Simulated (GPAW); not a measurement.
# V (P-1) in GPAW: single point with LDA

Aim: the single point of V with LDA.

Program: GPAW 26.7.0. These are calculated values, not measurements. Logs are shortened: lines on timing, memory, paths and dates and some standing lists are left out, and cuts for length are marked. The log counts tension as positive stress, the text compression.

### 1 The cell of the first run

The typed cell holds 1 atom: a = 2.764 Å, b = 2.587 Å, c = 2.694 Å, α = 57.81°, β = 58.52°, γ = 63.76°.

This isn't the form of V at room conditions, which is bcc.

### 2 Single point, LDA, collinear spin, ferromagnetic start (cell sheared at random, sigma 0.06, atoms nudged by 0.01 Å)

run.py reads:

```python
from ase import Atoms
from ase.dft.bandgap import bandgap
from ase.io import write
from ase.units import GPa
from gpaw import GPAW, PW

atoms = Atoms(['V'],
              cell=[[-0.07564863, 2.04812515, 1.85486184],
                    [1.90212924, 0.02633807, 1.75287514],
                    [1.8823854, 1.92639461, 0.04608192]],
              scaled_positions=[[0.0, 0.0, 0.0]],
              pbc=True)
atoms.set_initial_magnetic_moments([3.0])

calc = GPAW(mode=PW(400),
            xc='LDA',
            kpts={'size': (9, 10, 10), 'gamma': True},
            occupations={'name': 'fermi-dirac', 'width': 0.05},
            nbands=15,
            maxiter=120,
            txt='gpaw.txt')
atoms.calc = calc
energy = atoms.get_potential_energy()
forces = atoms.get_forces()
stress = atoms.get_stress()
calc.write('gs.gpw')
write('result.traj', atoms)
print(f'Energy: {energy:.6f} eV')
print('Forces (eV/A):')
print(forces.round(4))
print('Stress (GPa):', (stress / GPa).round(3))
print('Moments:', calc.get_magnetic_moments().round(3))
print('Fermi level:', round(calc.get_fermi_level(), 4), 'eV')
print(f'Gap: {bandgap(calc)[0]:.4f} eV, direct: {bandgap(calc, direct=True)[0]:.4f} eV')
```

Potentials or basis: the program's PAW data sets (release 1.2.1) made for this functional, pw.

Run with:

```sh
$ OMP_NUM_THREADS=1 python run.py
```

gpaw.txt:

```text
__  _  _
 | _ |_)|_||  |
 |__||  | ||/\| - 26.7.0

Input parameters:
  mode=PW(ecut=400.0),
  kpts=MonkhorstPack(size=(9, 10, 10), gamma=True),
  maxiter=120,
  nbands=15,
  occupations=Occupations(name='fermi-dirac', width=0.05),
  xc=XC(name='LDA')

Diagonalizing LCAO Hamiltonian
Converting LCAO to pw mode

       V

Atoms  # Å, Bohr magnetons
|   | symbol |        x |        y |        z |    initial magnetic moments |
|---|--------|----------|----------|----------|-----------------------------|
| 0 |      V | 0.000000 | 0.000000 | 0.000000 | ( 0.0000,  0.0000,  3.0000) |

Unit cell  # Å
| periodic |         x |        y |        z |  lengths |    angles |
|----------|-----------|----------|----------|----------|-----------|
|      yes | -0.075649 | 2.048125 | 1.854862 | 2.764245 | 57.811030 |
|      yes |  1.902129 | 0.026338 | 1.752875 | 2.586766 | 58.518980 |
|      yes |  1.882385 | 1.926395 | 0.046082 | 2.693788 | 63.760495 |

Number of symmetries: 2
Symmetry operations  # r_c * U_cc + t_c -> r_c
|   | kind |            matrix            |
|---|------|------------------------------|
| 0 |  E   |  1, 0, 0,  0, 1, 0,  0, 0, 1 |
| 1 |  i   | -1, 0, 0,  0,-1, 0,  0, 0,-1 |

BZ-sampling:
  Number of BZ points: 900
  Number of IBZ points: 452

  Monkhorst-Pack size: [9, 10, 10]
  Monkhorst-Pack shift: [0.0, 0.05, 0.05]

K-points  # in reciprocal-cell coordinates
|     |                                coordinates |     weight |
|-----|--------------------------------------------|------------|
|   0 | (  0.00000000,   0.00000000,   0.00000000) | 0.00111111 |
|   1 | (  0.00000000,   0.00000000,   0.10000000) | 0.00222222 |
|   2 | (  0.00000000,   0.00000000,   0.20000000) | 0.00222222 |
|   3 | (  0.00000000,   0.00000000,   0.30000000) | 0.00222222 |
|   4 | (  0.00000000,   0.00000000,   0.40000000) | 0.00222222 |
|   5 | (  0.00000000,   0.00000000,   0.50000000) | 0.00111111 |
|   6 | (  0.00000000,   0.10000000,  -0.40000000) | 0.00222222 |
|   7 | (  0.00000000,   0.10000000,  -0.30000000) | 0.00222222 |
|   8 | (  0.00000000,   0.10000000,  -0.20000000) | 0.00222222 |
|   9 | (  0.00000000,   0.10000000,  -0.10000000) | 0.00222222 |
| ... |                                            |            |
| 451 | (  0.44444444,   0.50000000,   0.50000000) | 0.00222222 |

Plane wave coefficients: 255
Cutoff: 400.0 eV

Spin-components: 2 (collinear spins)
Bands:           15
Projectors:      6
Spin-degeneracy: 1
Datatype:        complex128

Parallelization:
  kpt:    1
  domain: 1
  band:   1

Density:
  Valence electrons: 13.0
  Components: 2
  Grid points: [14 12 14]
  Charge: 0.0  # |e|

Potential:
  Grid points: [14 12 14]

species:
  V:
    name:    Vanadium
    Z:       23.0
    valence: 13
    core:    10
    charge:  0.0  # [|e|]
    compensation charges:
      type: gauss
      rc: 0.37  # [Å]
      lmax: 2
    cutoffs:
      filter: 2.14  # [Å]
      core: 0.96  # [Å]
    projectors
    | kind |    occ | energy [eV] | rcut [Å] |
    |------|--------|-------------|----------|
    |   3s |  2.000 |     -69.819 |    1.254 |
    |   4s |  2.000 |      -4.846 |    1.254 |
    |   3p |  6.000 |     -43.961 |    1.281 |
    |   4p |  0.000 |      -1.526 |    1.281 |
    |   3d |  3.000 |      -5.381 |    1.169 |
    |    d |        |      21.830 |    1.169 |

    Using partial waves for V as LCAO basis

Reference energy: -25767.601835  # eV

eigensolver:
  PPCG
  Converge bands: occupied
  niter=2

density mixing:
  MSR1-Mixer
  Pratt-step length: 0.05
  Maximum mixing coefficient: 0.75
  Old densities: 10
  SVD Regularization: 0.005
  Good broyden scale: 1.0
  Trust region scale: 1.0
  Backstep threshold: 4.0
  History deletion threshold: 6.0
  Fourier metric: weight=20.0, sigma=0.015

occupation numbers:
  Fermi-Dirac:
    width: 0.0500  # eV

poisson solver:
  ecut: 3200.0  # eV

xc functional:
  name: None

convergence criteria:
- Maximum [total energy] change in last 3 cyles: 0.0005 eV / valence electron
- Maximum integral of absolute [dens]ity change: 0.0001 electrons / valence electron
- Maximum integral of absolute [eigenst]ate change: 4e-08 eV^2 / valence electron
maximum number of iterations: 120

SCF iterations
|iter     | |      energy | eigst |  dens |  magmom |
|---------|-|-------------|-------|-------|---------|
|iter:   1| |   -8.706718 | +0.14 |       |  +3.0097|
|iter:   2| |   -8.694439 | -2.79 | -0.75 |  +2.9265|
|iter:   3| |   -9.067316 | -2.25 | -0.78 |  +1.6859|
|iter:   4| |   -9.256150 | -3.41 | -1.15 |  +0.7953|
|iter:   5| |   -9.293805 | -3.82 | -1.50 |  +0.2851|
|iter:   6| |   -9.302864 | -4.02 | -1.96 |  -0.0103|
|iter:   7| |   -9.303106 | -5.13 | -2.49 |  +0.0096|
|iter:   8| |   -9.303136c| -6.13 | -3.16 |  +0.0054|
|iter:   9| |   -9.303142c| -6.85 | -3.65 |  +0.0008|
|iter:  10| |   -9.303143c| -7.87c| -4.21c|  +0.0002|

Converged in 10 steps
Energy contributions relative to reference atoms: (reference = -25767.601835)

Energy contributions:
  Kinetic:          -3.252548
  Coulomb:           2.619424
  Zero:              0.126557
  External:          0.000000
  Xc:               -8.790333
  Entropy:          -0.012486
  Spinorbit:         0.000000
  ----------------------------
  Free energy:      -9.309386
  Extrapolated:     -9.303143

dipole moment: (-9.034352, -9.745609, -8.900263)  # |e|*Ang

Total magnetic moment: (0.000000, 0.000000, 0.000201)

Local magnetic moments
|        x |        y |        z |
|----------|----------|----------|
| 0.000000 | 0.000000 | 0.000177 |  # V    0

Fermi level: 9.340
Eigenvalues  # (at kpt = [0.000, 0.000, 0.000])
| band index |      eig [eV] | occ [0-1] |      eig [eV] | occ [0-1] |
|------------|---------------|-----------|---------------|-----------|
|          0 |       -53.987 |     1.000 |       -53.986 |     1.000 |
|          1 |       -27.743 |     1.000 |       -27.743 |     1.000 |
|          2 |       -27.604 |     1.000 |       -27.604 |     1.000 |
|          3 |       -27.521 |     1.000 |       -27.521 |     1.000 |
|          4 |         2.616 |     1.000 |         2.616 |     1.000 |
|          5 |         8.931 |     1.000 |         8.931 |     1.000 |
|          6 |         9.524 |     0.025 |         9.524 |     0.024 |
|          7 |        10.301 |     0.000 |        10.301 |     0.000 |
|          8 |        10.990 |     0.000 |        10.991 |     0.000 |
|          9 |        11.788 |     0.000 |        11.788 |     0.000 |
|         10 |        27.350 |     0.000 |        27.350 |     0.000 |
|         11 |        30.936 |     0.000 |        30.936 |     0.000 |
|         12 |        32.815 |     0.000 |        32.815 |     0.000 |
|         13 |        35.143 |     0.000 |        35.143 |     0.000 |
|         14 |        35.678 |     0.000 |        35.678 |     0.000 |

No gap
No difference between direct/indirect transitions

Forces  # eV/Ang
|       x |       y |       z |
|---------|---------|---------|
| 0.00000 | 0.00000 | 0.00000 |  # V    0

Stress tensor  # eV/Ang^3
|         x |         y |         z |
|-----------|-----------|-----------|
|  0.040073 | -0.004947 | -0.001354 |
| -0.004947 |  0.017404 |  0.006476 |
| -0.001354 |  0.006476 |  0.132656 |

# Writing to gs.gpw (mode='')
```

Wall time 70 s (1 thread of Arm Neoverse V2, shared host); peak memory 0.21 GiB.

These settings aren't checked as converged: the numbers below hold their error.

What came out:

```
Free energy            : -9.3094 eV
Pressure               : -10.2 GPa
Band gap on the k mesh : none (metal or under the smearing width)
Net moment             : 0.00 μB per cell
```

Caveat: the cutoff is short for stress and forces, so pressures can be off by a GPa or more.
